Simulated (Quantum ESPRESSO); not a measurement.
# ZrSe2 in Quantum ESPRESSO: the effect of Hubbard term

The system is ZrSe2.

```
Zr Se
1.0
     3.79800    0.00000    0.00000
    -1.89900    3.28916    0.00000
     0.00000    0.00000    6.19200
Zr Se
1 2
Cartesian
  0.0000 0.0000 0.0000
  1.8990 1.0964 4.6440
  0.0000 2.1928 1.5480
```

Alike in all runs:

* Program: Quantum ESPRESSO 7.5
* Task: single point
* Functional: PBEsol
* Potentials or basis: SSSP 1.3 efficiency PBE
* Cutoff: 748 eV
* Density cutoff: 5987 eV
* k mesh: 8 × 8 × 5
* Occupations: fermi-dirac, width 0.05 eV
* Spin: no spin polarisation
* Hubbard projectors: ortho-atomic
* Mixing beta: 0.3
* Most SCF iterations: 120
* SCF threshold: 6e-10 Ry

Task: One run gave: gap on the mesh 0.36 eV; pressure -1.1 GPa; largest force 0.10 eV/Å. Which Hubbard term did it use?
A. Zr d U = 8 eV
B. Zr d U = 1 eV
C. Zr d U = 5 eV
D. Zr d U = 2 eV
E. none

Result: E.

```tsv
Hubbard term	gap on the mesh (eV)	pressure (GPa)	largest force (eV/Å)
none	0.36	-1.1	0.10
Zr d U = 1 eV	0.49	-0.3	0.17
Zr d U = 2 eV	0.64	0.6	0.24
Zr d U = 3 eV	0.82	1.5	0.31
Zr d U = 4 eV	1.03	2.5	0.39
Zr d U = 5 eV	1.27	3.6	0.48
Zr d U = 6 eV	1.54	4.7	0.57
Zr d U = 8 eV	2.18	6.9	0.76
```

Caveats: the potentials were made for another functional, which shifts forces and pressure; an odd mesh through Γ misses points on the zone boundary, where band edges often lie; this functional lacks dispersion, which binds the layers, so the pressure and a relaxed spacing across them are unreliable.

A gap of «none» marks a metal or a gap under the smearing width.
